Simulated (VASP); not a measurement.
# P in VASP: further runs, part 2 of 2

VASP 6.6.1. Earlier steps stand in the parts before.

## Step 3: Relaxation of cell and atoms, PBE

This run uses another cell than the first one, of 76.74 Å³/atom, 1.050 times its volume.

The input, INCAR:

```
SYSTEM = P
PREC = Accurate
ENCUT = 600
EDIFF = 1E-7
ISMEAR = 0
SIGMA = 0.03
LREAL = .False.
LASPH = .True.
NELM = 80
ALGO = Normal
ISIF = 3
LWAVE = .False.
LCHARG = .False.
GGA = PE
IBRION = 2
NSW = 90
EDIFFG = -0.005
LATTICE_CONSTRAINTS = .TRUE. .TRUE. .FALSE.
KPAR = 2
```

The input, KPOINTS:

```
Automatic mesh
0
Gamma
  10 8 1
  0 0 0
```

The input, POSCAR:

```
P                                       
1.0
    3.2994402897      0.0000000000      0.0000000000
    0.0000000000      4.6214961705      0.0000000000
    0.0000000000      0.0000000000     20.1307681600
  P             
     4
Direct
     0.0000000000000000    0.5891081541756271    0.4477849217888712
     0.5000000000000000    0.9108918458243729    0.4477849217888712
     0.5000000000000000    0.0891081541756271    0.5522150782111288
     0.0000000000000000    0.4108918458243728    0.5522150782111288
```

Potentials or basis: VASP PAW PBE potentials, release 64 (P).

Command:

```
cat potpaw_PBE.64/P/POTCAR > POTCAR
mpirun -np 2 vasp_std > vasp.out
```

Wall time 1.9 min (2 MPI ranks of Intel Xeon Platinum 8488C (Sapphire Rapids), shared host); peak memory 0.46 GiB.

Results (log left out):

| Property | Result |
| --- | --- |
| Free energy | -21.4719 eV |
| Largest force after relaxing | 0.003 eV/Å |
| Band gap on the k mesh | 0.92 eV, direct |

Forces on the atoms (eV/Å):
```
P    0.000  0.003 -0.002
P    0.000 -0.003 -0.002
P    0.000  0.003  0.002
P    0.000 -0.003  0.002
```

Final structure:
```
P
1.0
     3.29944    0.00000    0.00000
     0.00000    4.62150    0.00000
     0.00000    0.00000   20.13077
P
4
Direct
  0.00000 0.58911 0.44778
  0.50000 0.91089 0.44778
  0.50000 0.08911 0.55222
  0.00000 0.41089 0.55222
```

Levels at points of the mesh, in eV from the valence-band top:
```
           k point  band 8  band 9  band 10  band 11  band 12  band 13
(0.00, 0.00, 0.00)   -1.73   -1.64     0.00     0.92     1.66     2.70
(0.50, 0.00, 0.00)   -2.70   -1.94    -1.94     1.25     1.25     2.20
(0.00, 0.50, 0.00)   -2.52   -1.27    -1.27     2.12     2.12     3.66
(0.50, 0.50, 0.00)   -4.56   -1.10    -1.10     2.41     2.41     3.84
```

Caveat: the relaxation stopped at its first step, so nothing moved. A hybrid or GW would open this gap; PBE tends to underestimate it.

## Step 4: Relaxation of cell and atoms, LDA

The input, INCAR:

```
SYSTEM = P
PREC = Accurate
ENCUT = 600
EDIFF = 1E-6
ISMEAR = 0
SIGMA = 0.03
LREAL = .False.
LASPH = .True.
NELM = 80
ALGO = Normal
ISIF = 3
LWAVE = .False.
LCHARG = .False.
GGA = CA
IBRION = 2
NSW = 90
EDIFFG = -0.01
LATTICE_CONSTRAINTS = .TRUE. .TRUE. .FALSE.
KPAR = 2
```

KPOINTS is that of step 3.

The input, POSCAR:

```
P
1.0
    3.3164000000      0.0000000000      0.0000000000
    0.0000000000      4.3793000000      0.0000000000
    0.0000000000      0.0000000000     20.1307681600
P
4
Direct
    0.0000000000      0.5806800000      0.4470768300
    0.5000000000      0.9193200000      0.4470768300
    0.5000000000      0.0806800000      0.5529231700
    0.0000000000      0.4193200000      0.5529231700
```

Potentials or basis: VASP PAW LDA potentials, release 64 (P).

Command:

```
cat potpaw_LDA.64/P/POTCAR > POTCAR
mpirun -np 2 vasp_std > vasp.out
```

Wall time 2.8 min (2 MPI ranks of Intel Xeon 6975P-C (Granite Rapids), shared host); peak memory 0.35 GiB.

It converged, with:

```yaml
Free_energy: -23.7620 eV
Relaxed_volume: 71.65 Å³/atom
Relaxed_cell: a = 3.270 Å, b = 4.354 Å, c = 20.131 Å, α = 90.00°, β = 90.00°, γ = 90.00°
Space_group_after_relaxing_to_0.05_Å: Pmna (No. 53)
Energy_gained_by_relaxing: 5.0 meV/atom
Ionic_steps: 6
Largest_force_after_relaxing: 0.008 eV/Å
Band_gap_on_the_k_mesh: 0.58 eV, direct
```

Forces in eV/Å, atoms in the order of the input:
```
P    0.000  0.007  0.004
P    0.000 -0.007  0.004
P    0.000  0.007 -0.004
P    0.000 -0.007 -0.004
```

The path:
```csv
step,energy change (eV),largest force (eV/Å),pressure (GPa),volume (Å³)
1,0.0000,0.2472,-0.66,292.37
2,-0.0104,0.2498,0.39,282.90
3,-0.0183,0.1242,-0.05,286.58
4,-0.0198,0.0200,0.00,286.51
5,-0.0198,0.0165,0.00,286.51
6,-0.0199,0.0081,0.00,286.61
```

Final structure:
```
P
1.0
     3.27001    0.00000    0.00000
     0.00000    4.35395    0.00000
     0.00000    0.00000   20.13077
P
4
Direct
  0.00000 0.58094 0.44761
  0.50000 0.91906 0.44761
  0.50000 0.08094 0.55239
  0.00000 0.41906 0.55239
```

Levels at points of the mesh, in eV from the valence-band top:
```csv
k point,band 6,band 7,band 8,band 9,band 10,band 11,band 12,band 13,band 14
"(0.00, 0.00, 0.00)",-4.41,-3.61,-2.05,-1.83,0.00,0.58,1.43,2.70,3.52
"(0.50, 0.00, 0.00)",-4.90,-2.81,-2.81,-2.12,-2.12,1.22,1.22,1.77,1.77
"(0.00, 0.50, 0.00)",-3.26,-2.65,-2.65,-1.01,-1.01,2.07,2.07,3.40,3.40
"(0.50, 0.50, 0.00)",-5.19,-5.07,-5.07,-1.40,-1.40,2.31,2.31,4.41,4.41
```

As with any semilocal functional, this LDA gap is likely too small. LDA usually gives volumes a few per cent too small.

## Step 5: Relaxation of cell and atoms, LDA

This run uses another cell than the first one, of 71.65 Å³/atom, 0.980 times its volume.

INCAR: that of step 4 with these lines changed.

```diff
@@ -3,3 +3,3 @@
 ENCUT = 600
-EDIFF = 1E-6
+EDIFF = 1E-7
 ISMEAR = 0
@@ -16,3 +16,3 @@
 NSW = 90
-EDIFFG = -0.01
+EDIFFG = -0.005
 LATTICE_CONSTRAINTS = .TRUE. .TRUE. .FALSE.
```

KPOINTS is that of step 4.

The input, POSCAR:

```
P                                       
1.0
    3.2700131914      0.0000000000      0.0000000000
    0.0000000000      4.3539536193      0.0000000000
    0.0000000000      0.0000000000     20.1307681600
  P             
     4
Direct
     1.0000000000000000    0.5809427292339219    0.4476142939335896
     0.5000000000000000    0.9190572707660781    0.4476142939335896
     0.5000000000000000    0.0809427292339219    0.5523857060664105
     1.0000000000000000    0.4190572707660781    0.5523857060664105
```

Command:

```
cat potpaw_LDA.64/P/POTCAR > POTCAR
mpirun -np 2 vasp_std > vasp.out
```

Run time: 2.9 min. Hardware: 2 MPI ranks of Intel Xeon 6975P-C (Granite Rapids), shared host; peak memory 0.35 GiB.

The run converged. Its results:

```yaml
Free_energy: -23.7619 eV
Relaxed_volume: 71.80 Å³/atom
Relaxed_cell: a = 3.268 Å, b = 4.366 Å, c = 20.131 Å, α = 90.00°, β = 90.00°, γ = 90.00°
Space_group_after_relaxing_to_0.05_Å: Pmna (No. 53)
Energy_gained_by_relaxing: 0.0 meV/atom
Ionic_steps: 8
Band_gap_on_the_k_mesh: 0.59 eV, direct
```

Final structure:
```
P
1.0
     3.26809    0.00000    0.00000
     0.00000    4.36575    0.00000
     0.00000    0.00000   20.13077
P
4
Direct
  0.00000 0.58141 0.44766
  0.50000 0.91859 0.44766
  0.50000 0.08141 0.55234
  0.00000 0.41859 0.55234
```

Levels at points of the mesh, in eV from the valence-band top:
```tsv
k point	band 8	band 9	band 10	band 11	band 12	band 13
(0.00, 0.00, 0.00)	-2.04	-1.82	0.00	0.59	1.44	2.71
(0.50, 0.00, 0.00)	-2.81	-2.11	-2.11	1.21	1.21	1.79
(0.00, 0.50, 0.00)	-2.64	-1.02	-1.02	2.08	2.08	3.43
(0.50, 0.50, 0.00)	-5.04	-1.38	-1.38	2.31	2.31	4.38
```

## Step 6: Relaxation of cell and atoms, PBE

The input, INCAR:

```
SYSTEM = P
PREC = Accurate
ENCUT = 600
EDIFF = 1E-6
ISMEAR = 0
SIGMA = 0.03
LREAL = .FALSE.
LASPH = .TRUE.
NELM = 80
ALGO = Normal
ISIF = 3
LWAVE = .FALSE.
LCHARG = .FALSE.
GGA = PE
IBRION = 2
NSW = 90
EDIFFG = -0.01
LATTICE_CONSTRAINTS = .TRUE. .TRUE. .FALSE.
```

The input, KPOINTS:

```
Automatic mesh
0
G
  10 8 1
  0 0 0
```

The input, POSCAR:

```
P
1.0
    3.3164000000      0.0000000000      0.0000000000
    0.0000000000      4.3793000000      0.0000000000
    0.0000000000      0.0000000000     20.1307681600
P
4
Direct
    0.0000000000      0.5806800000      0.4470768300
    0.5000000000      0.9193200000      0.4470768300
    0.5000000000      0.0806800000      0.5529231700
    0.0000000000      0.4193200000      0.5529231700
```

Potentials or basis: VASP PAW PBE potentials, release 64 (P).

Command:

```
cat potpaw_PBE.64/P/POTCAR > POTCAR
mpirun -np 1 vasp_std > vasp.out
```

It took 16 min on 1 thread of AMD EPYC 7R13 (Zen 3), shared host; peak memory 0.42 GiB.

Results (log left out):

| Item | Value |
| --- | --- |
| Free energy | -21.4715 eV |
| Relaxed volume | 76.74 Å³/atom |
| Relaxed cell | a = 3.299 Å, b = 4.621 Å, c = 20.131 Å, α = 90.00°, β = 90.00°, γ = 90.00° |
| Space group after relaxing (to 0.05 Å) | Pmna (No. 53) |
| Energy gained by relaxing | 7.8 meV/atom |
| Ionic steps | 11 |
| Largest force after relaxing | 0.003 eV/Å |
| Band gap on the k mesh | 0.92 eV, direct |

Forces on the atoms (eV/Å):
```
P    0.000  0.003 -0.002
P    0.000 -0.003 -0.002
P    0.000  0.003  0.002
P    0.000 -0.003  0.002
```

Step by step:
```tsv
step	energy change (eV)	largest force (eV/Å)	pressure (GPa)	volume (Å³)
1	0.0000	0.0457	0.31	292.37
2	-0.0091	0.2042	-0.10	298.17
3	-0.0091	0.2045	-0.10	298.17
4	-0.0187	0.1241	-0.10	300.46
5	-0.0264	0.1542	-0.09	304.65
6	-0.0309	0.0389	-0.03	306.81
7	-0.0310	0.0380	-0.03	306.68
8	-0.0312	0.0100	0.02	306.70
9	-0.0312	0.0041	0.01	306.70
10	-0.0312	0.0088	-0.01	307.17
11	-0.0312	0.0033	0.00	306.96
```

Final structure:
```
P
1.0
     3.29944    0.00000    0.00000
     0.00000    4.62150    0.00000
     0.00000    0.00000   20.13077
P
4
Direct
  0.00000 0.58911 0.44778
  0.50000 0.91089 0.44778
  0.50000 0.08911 0.55222
  0.00000 0.41089 0.55222
```

Levels at points of the mesh, in eV from the valence-band top:
| k point | band 8 | band 9 | band 10 | band 11 | band 12 | band 13 |
| --- | --- | --- | --- | --- | --- | --- |
| (0.00, 0.00, 0.00) | -1.73 | -1.64 | 0.00 | 0.92 | 1.66 | 2.70 |
| (0.50, 0.00, 0.00) | -2.70 | -1.94 | -1.94 | 1.25 | 1.25 | 2.19 |
| (0.00, 0.50, 0.00) | -2.52 | -1.27 | -1.27 | 2.12 | 2.12 | 3.68 |
| (0.50, 0.50, 0.00) | -4.56 | -1.10 | -1.10 | 2.41 | 2.41 | 3.84 |

PBE gaps usually lie below the measured ones, often by a third to a half. PBE usually gives volumes a little too large and moduli too small.
